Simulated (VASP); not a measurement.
# CuI (Marshite) (F-43m) in VASP: a series of runs, part 2 of 2

VASP 6.6.1.

## 5. Relaxation of cell and atoms, LDA

File INCAR:

```
PREC = Accurate
ENCUT = 600
EDIFF = 1E-6
ISMEAR = 0
SIGMA = 0.02
LREAL = F
LASPH = T
NELM = 100
ALGO = Normal
ISIF = 3
LWAVE = F
LCHARG = F
GGA = CA
IBRION = 2
NSW = 100
EDIFFG = -0.005
```

File KPOINTS:

```
regular mesh
0
Gamma
  8 8 8
```

File POSCAR:

```
CuI
1.0
    0.0000000000      2.9310411524      2.9310411524
    2.9310411524      0.0000000000      2.9310411524
    2.9310411524      2.9310411524      0.0000000000
Cu I
1 1
Direct
    0.2500000000      0.2500000000      0.2500000000
    0.0000000000      0.0000000000      0.0000000000
```

Potentials or basis: VASP PAW LDA potentials, release 64 (Cu, I).

The run is started by

```
> cat potpaw_LDA.64/Cu/POTCAR potpaw_LDA.64/I/POTCAR > POTCAR
> mpirun -np 1 vasp_std > vasp.out
```

OUTCAR:

```text
PREC = Accurate
   ENCUT = 600
   EDIFF = 1E-6
   ISMEAR = 0
   LREAL = F
   LASPH = T
   NELM = 100
   ISIF = 3
   GGA = CA
   IBRION = 2
   NSW = 100
   EDIFFG = -0.005

 ion  position               nearest neighbor table
   1  0.250  0.250  0.250-   2 2.54   2 2.54   2 2.54   2 2.54
   2  0.000  0.000  0.000-   1 2.54   1 2.54   1 2.54   1 2.54

  LATTYP: Found a face centered cubic cell.
 ALAT       =     5.8620823048

  Lattice vectors:

 A1 = (   0.0000000000,   2.9310411524,   2.9310411524)
 A2 = (   2.9310411524,   0.0000000000,   2.9310411524)
 A3 = (   2.9310411524,   2.9310411524,   0.0000000000)

Analysis of symmetry for initial positions (statically):
=====================================================================
 Subroutine PRICEL returns:
 Original cell was already a primitive cell.

 Routine SETGRP: Setting up the symmetry group for a
 face centered cubic supercell.

 Subroutine GETGRP returns: Found 24 space group operations
 (whereof 24 operations were pure point group operations)
 out of a pool of 48 trial point group operations.

The static configuration has the point symmetry T_d .

Analysis of symmetry for dynamics (positions and initial velocities):
=====================================================================
 Subroutine PRICEL returns:
 Original cell was already a primitive cell.

 Routine SETGRP: Setting up the symmetry group for a
 face centered cubic supercell.

 Subroutine GETGRP returns: Found 24 space group operations
 (whereof 24 operations were pure point group operations)
 out of a pool of 48 trial point group operations.

The dynamic configuration has the point symmetry T_d .

 Subroutine INISYM returns: Found 24 space group operations
 (whereof 24 operations are pure point group operations),
 and found     1 'primitive' translations

[... 139 lines left out ...]
  ---------------------------------------------------
  ext. energy  EPLUGINS =         0.00000000
  ---------------------------------------------------
  free energy    TOTEN  =        -6.99634764 eV

  energy without entropy =       -6.99634764  energy(sigma->0) =       -6.99634764

------------------------ aborting loop because EDIFF is reached ----------------------------------------

  FORCE on cell =-STRESS in cart. coord.  units (eV):
  Direction    XX          YY          ZZ          XY          YZ          ZX
  --------------------------------------------------------------------------------------
  -------------------------------------------------------------------------------------
  Total        0.0725505      0.0725505      0.0725505     -0.0000000      0.0000000      0.0000000
  in kB        2.3081027      2.3081027      2.3081027     -0.0000000      0.0000000      0.0000000
  external PRESSURE =       2.3081027 kB  Pullay stress =       0.0000000 kB
[... 59 lines left out ...]
--------------------------------------- Ionic step        3  -------------------------------------------

 number of electron      18.0000003 magnetization

 Free energy of the ion-electron system (eV)
  ---------------------------------------------------
  ext. energy  EPLUGINS =         0.00000000
  ---------------------------------------------------
  free energy    TOTEN  =        -6.99638567 eV

  energy without entropy =       -6.99638567  energy(sigma->0) =       -6.99638567

 E-fermi :   5.4405     XC(G=0):  -9.7562

 val. band max:        5.3180857335   @ k =   0.0000   0.0000   0.0000
 cond. band min:       6.5973586422   @ k =   0.0000   0.0000   0.0000
 fundamental gap:      1.2792729087
 Fermi energy:         5.4404860128

 k-point     1 :       0.0000    0.0000    0.0000
  band No.  band energies     occupation
      1      -9.2324      2.00000
      2       1.1960      2.00000
      3       1.1960      2.00000
      4       1.1960      2.00000
      5       2.9476      2.00000
      6       2.9476      2.00000
      7       5.3181      2.00000
      8       5.3181      2.00000
      9       5.3181      2.00000
     10       6.5974      0.00000
     11      10.0709      0.00000
     12      10.0709      0.00000
     13      10.0709      0.00000
[... 354 lines left out ...]
  band No.  band energies     occupation
      1      -8.3990      2.00000
      2      -0.5792      2.00000
      3       0.6570      2.00000
      4       1.2272      2.00000
      5       2.8678      2.00000
      6       2.9585      2.00000
      7       3.0958      2.00000
      8       3.6418      2.00000
      9       4.0263      2.00000
     10       8.9697      0.00000
     11       9.8075      0.00000
     12      11.6709      0.00000
     13      12.9047      0.00000

 [... further k-points ...]

------------------------ aborting loop because EDIFF is reached ----------------------------------------

  FORCE on cell =-STRESS in cart. coord.  units (eV):
  Direction    XX          YY          ZZ          XY          YZ          ZX
  --------------------------------------------------------------------------------------
  -------------------------------------------------------------------------------------
  Total        0.0002882      0.0002882      0.0002882     -0.0000000      0.0000000     -0.0000000
  in kB        0.0091506      0.0091506      0.0091506     -0.0000000      0.0000000     -0.0000000
  external PRESSURE =       0.0091506 kB  Pullay stress =       0.0000000 kB
[... 17 lines left out ...]
  FREE ENERGIE OF THE ION-ELECTRON SYSTEM (eV)
  ---------------------------------------------------
  free  energy   TOTEN  =        -6.9963856712 eV

  energy  without entropy=       -6.9963856712  energy(sigma->0) =       -6.99638567

 reached required accuracy - stopping structural energy minimisation
```

Run time: 25 s. Hardware: 1 thread of Intel Xeon 6975P-C (Granite Rapids), shared host; peak memory 0.19 GiB.

Results:

| Property | Result |
| --- | --- |
| Free energy | -6.9964 eV |
| Relaxed volume | 25.23 Å³/atom |
| Relaxed cell | a = 4.148 Å, b = 4.148 Å, c = 4.148 Å, α = 60.00°, β = 60.00°, γ = 60.00° |
| Space group after relaxing (to 0.05 Å) | F-43m (No. 216) |
| Energy gained by relaxing | 0.0 meV/atom |
| Ionic steps | 3 |
| Pressure after relaxing | 0.0 GPa |
| Band gap on the k mesh | 1.28 eV, direct |

Final structure:
```
CELL_PARAMETERS angstrom
0.00000 2.93290 2.93290
2.93290 0.00000 2.93290
2.93290 2.93290 0.00000
ATOMIC_POSITIONS crystal
Cu 0.25000 0.25000 0.25000
I 0.00000 0.00000 0.00000
```

Levels at points of the mesh, in eV from the valence-band top:
```tsv
k point	band 5	band 6	band 7	band 8	band 9	band 10	band 11	band 12	band 13
(0.00, 0.00, 0.00)	-2.37	-2.37	0.00	0.00	0.00	1.28	4.75	4.75	4.75
(0.50, 0.00, 0.00)	-2.34	-2.34	-2.29	-0.89	-0.89	2.15	5.33	5.33	7.37
(0.50, 0.50, 0.00)	-2.42	-2.29	-2.27	-1.93	-1.93	2.42	2.78	9.77	10.23
```

Caveat: spin-orbit coupling is left out, which moves the levels of the heavy elements.
